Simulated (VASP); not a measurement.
# Sr (Im-3m) in VASP: further runs

One crystal, Sr, is run at these levels: LDA, B3LYP+D3(BJ); tasks: single point, relaxation of cell and atoms.

Everything below comes from runs of VASP 6.6.1. Logs are shortened: lines on timing, memory, paths and dates and some standing lists are left out, and cuts for length are marked.

## (1) The structure

It takes space group Im-3m (No. 229, cubic). Conventional cell: a = 4.870 Å, b = 4.870 Å, c = 4.870 Å, α = 90.00°, β = 90.00°, γ = 90.00°. Sr (site symmetry m-3m) has 8 Sr at 4.22 Å as nearest neighbours.

This isn't the form of Sr at room conditions, which is fcc.

## (2) Single point, LDA

INCAR reads:

```
PREC = Accurate
ENCUT = 520
EDIFF = 1E-7
ISMEAR = 0
SIGMA = 0.1
LREAL = F
LASPH = T
NELM = 80
ALGO = Fast
ISIF = 2
LWAVE = F
LCHARG = F
```

KPOINTS reads:

```
Automatic mesh
0
Gamma
  8 8 8
```

POSCAR reads:

```
Sr
1.0
   -2.4350000000      2.4350000000      2.4350000000
    2.4350000000     -2.4350000000      2.4350000000
    2.4350000000      2.4350000000     -2.4350000000
Sr
1
Direct
    0.0000000000      0.0000000000      0.0000000000
```

Potentials or basis: VASP PAW LDA potentials, release 54 (Sr_sv).

Command:

```
$ cat potpaw_LDA.54/Sr_sv/POTCAR > POTCAR
$ mpirun -np 1 vasp_std > vasp.out
```

OUTCAR:

```text
PREC = Accurate
   ENCUT = 520
   EDIFF = 1E-7
   ISMEAR = 0
   LREAL = F
   LASPH = T
   NELM = 80
   ISIF = 2

 ion  position               nearest neighbor table
   1  0.000  0.000  0.000-

  LATTYP: Found a body centered cubic cell.
 ALAT       =     4.8700000000

  Lattice vectors:

 A1 = (  -2.4350000000,   2.4350000000,   2.4350000000)
 A2 = (   2.4350000000,  -2.4350000000,   2.4350000000)
 A3 = (   2.4350000000,   2.4350000000,  -2.4350000000)

Analysis of symmetry for initial positions (statically):
=====================================================================
 Subroutine PRICEL returns:
 Original cell was already a primitive cell.

 Routine SETGRP: Setting up the symmetry group for a
 body centered cubic supercell.

 Subroutine GETGRP returns: Found 48 space group operations
 (whereof 48 operations were pure point group operations)
 out of a pool of 48 trial point group operations.

The static configuration has the point symmetry O_h .

Analysis of symmetry for dynamics (positions and initial velocities):
=====================================================================
 Subroutine PRICEL returns:
 Original cell was already a primitive cell.

 Routine SETGRP: Setting up the symmetry group for a
 body centered cubic supercell.

 Subroutine GETGRP returns: Found 48 space group operations
 (whereof 48 operations were pure point group operations)
 out of a pool of 48 trial point group operations.

The dynamic configuration has the point symmetry O_h .

 Subroutine INISYM returns: Found 48 space group operations
 (whereof 48 operations are pure point group operations),
 and found     1 'primitive' translations

----------------------------------------------------------------------------------------

                                     Primitive cell

  volume of cell :      57.7507

  direct lattice vectors                    reciprocal lattice vectors
    -2.435000000  2.435000000  2.435000000     0.000000000  0.205338809  0.205338809
     2.435000000 -2.435000000  2.435000000     0.205338809  0.000000000  0.205338809
     2.435000000  2.435000000 -2.435000000     0.205338809  0.205338809  0.000000000

  length of vectors
     4.217543716  4.217543716  4.217543716     0.290392929  0.290392929  0.290392929

  position of ions in fractional coordinates (direct lattice)
     0.000000000  0.000000000  0.000000000

  ion indices of the primitive-cell ions
   primitive index   ion index
                 1           1

----------------------------------------------------------------------------------------

 KPOINTS: Automatic mesh

Automatic generation of k-mesh.
 Grid dimensions read from file:
 generate k-points for:    8    8    8

 Generating k-lattice:

  Cartesian coordinates                     Fractional coordinates (reciprocal lattice)
     0.000000000  0.025667351  0.025667351     0.125000000  0.000000000  0.000000000
     0.025667351  0.000000000  0.025667351     0.000000000  0.125000000  0.000000000
     0.025667351  0.025667351  0.000000000     0.000000000  0.000000000  0.125000000

  Length of vectors
     0.036299116  0.036299116  0.036299116

  Shift w.r.t. Gamma in fractional coordinates (k-lattice)
     0.000000000  0.000000000  0.000000000

 Subroutine IBZKPT returns following result:
 ===========================================

 Found     29 irreducible k-points:

 Following reciprocal coordinates:
            Coordinates               Weight
  0.000000  0.000000  0.000000      1.000000
  0.125000  0.000000  0.000000     12.000000
  0.250000  0.000000  0.000000     12.000000
  0.375000  0.000000  0.000000     12.000000
  0.500000  0.000000  0.000000      6.000000
  0.125000  0.125000  0.000000     24.000000
[... 16 lines left out ...]
 -0.250000  0.250000  0.250000      6.000000
 -0.375000  0.375000  0.250000     24.000000
 [... further k-points ...]
   k-points           NKPTS =     29   k-points in BZ     NKDIM =     29   number of bands    NBANDS=      9
   number of dos      NEDOS =    301   number of ions     NIONS =      1
   total plane-waves  NPLWV =  32768
   dimension x,y,z NGX =    32 NGY =   32 NGZ =   32
   dimension x,y,z NGXF=    64 NGYF=   64 NGZF=   64
   ions per type =               1
   NGX,Y,Z   is equivalent  to a cutoff of  12.61, 12.61, 12.61 a.u.
   NGXF,Y,Z  is equivalent  to a cutoff of  25.23, 25.23, 25.23 a.u.
 SYSTEM =  unknown system
   PREC   = accura    normal or accurate (medium, high low for compatibility)
   ISTART =      0    job   : 0-new  1-cont  2-samecut
   ICHARG =      2    charge: 1-file 2-atom 10-const
   ISPIN  =      1    spin polarized calculation?
   LNONCOLLINEAR =      F non collinear calculations
   LSORBIT =      F    spin-orbit coupling
   LASPH  =      T    aspherical Exc in radial PAW
   ENCUT  =  520.0 eV  38.22 Ry    6.18 a.u.   7.84  7.84  7.84*2*pi/ulx,y,z
   NELM   =     80;   NELMIN=  2; NELMDL= -5     # of ELM steps
   EDIFF  = 0.1E-06   stopping-criterion for ELM
   LREAL  =      F    real-space projection
   EDIFFG = 0.1E-05   stopping-criterion for IOM
   NSW    =      0    number of steps for IOM
   IBRION =     -1    ionic relax: 0-MD 1-quasi-New 2-CG
   NFREE  =      0    steps in history (QN), initial steepest desc. (CG)
   ISIF   =      2    stress and relaxation
   ISYM   =      2    0-nonsym 1-usesym 2-fastsym
   POTIM  = 0.5000    time-step for ionic-motion
   TEBEG  =    0.0;   TEEND  =   0.0 temperature during run
   PSTRESS=    0.0 pullay stress
   NELECT =      10.0000    total number of electrons
   NUPDOWN=      -1.0000    fix difference up-down
   EMIN   =  10.00;   EMAX   =-10.00  energy-range for DOS
   EFERMI =   0.00;   METHOD = LEGACY
   ISMEAR =     0;   SIGMA  =   0.10  broadening in eV -4-tet -1-fermi 0-gaus
   EFERMI_NEDOS =   21; number of points for ismear=-14 and -15
   IALGO  =     68    algorithm
   IMIX   =      4    mixing-type and parameters
     AMIX     =   0.40;   BMIX     =  1.00
     AMIX_MAG =   1.60;   BMIX_MAG =  1.00
  volume/ion in A,a.u.               =      57.75       389.72
  Fermi-wavevector in a.u.,A,eV,Ry     =   0.912478  1.724334 11.328437  0.832617
  Thomas-Fermi vector in A             =   2.036879
   LORBIT       =      0    0 simple, 1 ext, 2 COOP (PROOUT), +10 PAW based schemes
   GGA     = CA    functional components
   LHFCALC =     F    Hartree Fock is set to
   AEXX    =    0.0000 exact exchange contribution
   IVDW    =     0    specifies the selected vdW correction
   LEPSILON=     F    determine dielectric tensor
   LRPA    =     F    only Hartree local field effects (RPA)
 non-spin polarized calculation
 RMM-DIIS sequential band-by-band and
 Gauss-broadening in eV      SIGMA  =   0.10
  energy-cutoff  :      520.00
  volume of cell :       57.75
 maximum number of plane-waves:      1568
   NGX = 15   NGY = 15   NGZ = 15

 number of electron      10.0000000 magnetization

 Free energy of the ion-electron system (eV)
  ---------------------------------------------------
  ext. energy  EPLUGINS =         0.00000000
  ---------------------------------------------------
  free energy    TOTEN  =        -1.83499583 eV

  energy without entropy =       -1.83096780  energy(sigma->0) =       -1.83298181

 E-fermi :   1.2709     XC(G=0):  -7.4042

 val. band max:        1.2611099834   @ k =   0.5000   0.5000   0.3750
 cond. band min:       1.3010777558   @ k =   0.5000   0.5000   0.2500
 fundamental gap:      0.0399677724
 Fermi energy:         1.2708529409

 k-point     1 :       0.0000    0.0000    0.0000
  band No.  band energies     occupation
      1     -35.2946      2.00000
      2     -17.2834      2.00000
      3     -17.2834      2.00000
      4     -17.2834      2.00000
      5      -2.3211      2.00000
      6       3.4573      0.00000
      7       3.4573      0.00000
      8       3.4573      0.00000
      9       4.7459      0.00000

 k-point     2 :       0.1250    0.0000    0.0000
  band No.  band energies     occupation
      1     -35.2928      2.00000
      2     -17.3091      2.00000
      3     -17.2920      2.00000
      4     -17.2834      2.00000
      5      -2.0675      2.00000
      6       3.2549      0.00000
      7       3.2857      0.00000
      8       3.7003      0.00000
      9       4.5426      0.00000

 k-point     3 :       0.2500    0.0000    0.0000
  band No.  band energies     occupation
      1     -35.2884      2.00000
      2     -17.3702      2.00000
      3     -17.3125      2.00000
      4     -17.2833      2.00000
      5      -1.3603      2.00000
      6       2.6320      0.00000
      7       2.8470      0.00000
      8       4.4058      0.00000
      9       4.5061      0.00000

 k-point     4 :       0.3750    0.0000    0.0000
  band No.  band energies     occupation
      1     -35.2840      2.00000
      2     -17.4299      2.00000
      3     -17.3329      2.00000
      4     -17.2832      2.00000
      5      -0.3916      2.00000
      6       1.9065      0.00000
      7       2.5131      0.00000
      8       4.6034      0.00000
      9       5.0125      0.00000
[... 205 lines left out ...]
 k-point    22 :       0.2500    0.2500    0.2500
  band No.  band energies     occupation
      1     -35.2815      2.00000
      2     -17.3672      2.00000
      3     -17.3672      2.00000
      4     -17.3672      2.00000
      5       1.5882      0.00001
      6       1.5882      0.00001
      7       1.5882      0.00001
      8       3.8090      0.00000
      9       5.2534      0.00000

 k-point    23 :      -0.2500    0.2500    0.2500
  band No.  band energies     occupation
      1     -35.2828      2.00000
      2     -17.3724      2.00000
      3     -17.3436      2.00000
      4     -17.3436      2.00000
      5      -0.4926      2.00000
      6       2.4705      0.00000
      7       3.2676      0.00000
      8       3.2676      0.00000
      9       4.5077      0.00000

 k-point    24 :      -0.3750    0.3750    0.2500
  band No.  band energies     occupation
      1     -35.2789      2.00000
      2     -17.4113      2.00000
      3     -17.3654      2.00000
      4     -17.3478      2.00000
      5       0.3705      2.00000
      6       1.8199      0.00000
      7       3.2525      0.00000
      8       3.3747      0.00000
      9       4.5394      0.00000

 [... further k-points ...]
[... 5 lines left out ...]
  --------------------------------------------------------------------------------------
  -------------------------------------------------------------------------------------
  Total       -0.6990781     -0.6990781     -0.6990781     -0.0000000      0.0000000      0.0000000
  in kB      -19.3945349    -19.3945349    -19.3945349     -0.0000000      0.0000000      0.0000000
  external PRESSURE =     -19.3945349 kB  Pullay stress =       0.0000000 kB

 VOLUME and BASIS-vectors are now :
 -----------------------------------------------------------------------------
  energy-cutoff  :      520.00
  volume of cell :       57.75
      direct lattice vectors                 reciprocal lattice vectors
    -2.435000000  2.435000000  2.435000000     0.000000000  0.205338809  0.205338809
     2.435000000 -2.435000000  2.435000000     0.205338809  0.000000000  0.205338809
     2.435000000  2.435000000 -2.435000000     0.205338809  0.205338809  0.000000000

 POSITION                                       TOTAL-FORCE (eV/Angst)
 -----------------------------------------------------------------------------------
      0.00000      0.00000      0.00000         0.000000      0.000000     -0.000000
 -----------------------------------------------------------------------------------
    total drift:                               -0.000000      0.000000      0.000000

  FREE ENERGIE OF THE ION-ELECTRON SYSTEM (eV)
  ---------------------------------------------------
  free  energy   TOTEN  =        -1.8349958308 eV

  energy  without entropy=       -1.8309677987  energy(sigma->0) =       -1.83298181
```

It took 8.5 s on 1 thread of Intel Xeon Platinum 8375C at 2.90GHz (Ice Lake), shared host; peak memory 0.15 GiB.

What came out:

* Free energy: -1.8350 eV
* Pressure: -1.9 GPa
* Band gap on the k mesh: none (metal or under the smearing width)

## (3) Single point, LDA

run.py reads:

```python
from ase.calculators.vasp import Vasp
from ase.dft.bandgap import bandgap
from ase.io import read

atoms = read('Sr.xyz')
calc = Vasp(
    directory='calc',
    xc='lda',
    pp='LDA',
    setups='recommended',
    pp_version='54',
    prec='Accurate',
    encut=520,
    ediff=1e-06,
    ismear=0,
    sigma=0.1,
    lreal=False,
    lasph=True,
    nelm=100,
    algo='Normal',
    isif=2,
    lwave=False,
    lcharg=False,
    kpts=[8, 8, 8],
    gamma=True,
)
atoms.calc = calc

print('energy (eV):', atoms.get_potential_energy())
print('free energy (eV):', atoms.get_potential_energy(force_consistent=True))
print('forces (eV/A):')
print(atoms.get_forces())
print('stress (eV/A^3, Voigt):', atoms.get_stress())
print('Fermi level (eV):', calc.get_fermi_level())
gap, top, bottom = bandgap(calc)
print('band gap (eV):', gap, 'from (spin, k, band)', top, 'to', bottom)
```

Sr.xyz reads:

```xyz
1
Lattice="-2.4350000000 2.4350000000 2.4350000000 2.4350000000 -2.4350000000 2.4350000000 2.4350000000 2.4350000000 -2.4350000000" Properties=species:S:1:pos:R:3 pbc="T T T"
Sr     0.0000000000      0.0000000000      0.0000000000
```

Potentials or basis: VASP PAW LDA potentials, release 54 (Sr_sv).

Command:

```
$ python run.py
```

Wall time 11 s (1 thread of Intel Xeon Platinum 8375C at 2.90GHz (Ice Lake), shared host); peak memory 0.15 GiB.

Results (log left out):

* Free energy: -1.8350 eV
* Pressure: -1.9 GPa
* Band gap on the k mesh: none (metal or under the smearing width)

Levels at points of the mesh, in eV from the Fermi level:
```
           k point  band 2  band 3  band 4  band 5  band 6  band 7  band 8  band 9
(0.00, 0.00, 0.00)  -18.55  -18.55  -18.55   -3.59    2.19    2.19    2.19    3.48
(0.50, 0.00, 0.00)  -18.72  -18.61  -18.55   -1.03    0.21    1.12    3.25    3.91
(0.50, 0.50, 0.50)  -18.68  -18.68  -18.68   -0.10   -0.10    3.42    3.42    3.42
```

(Continued in part 2 of 2.)
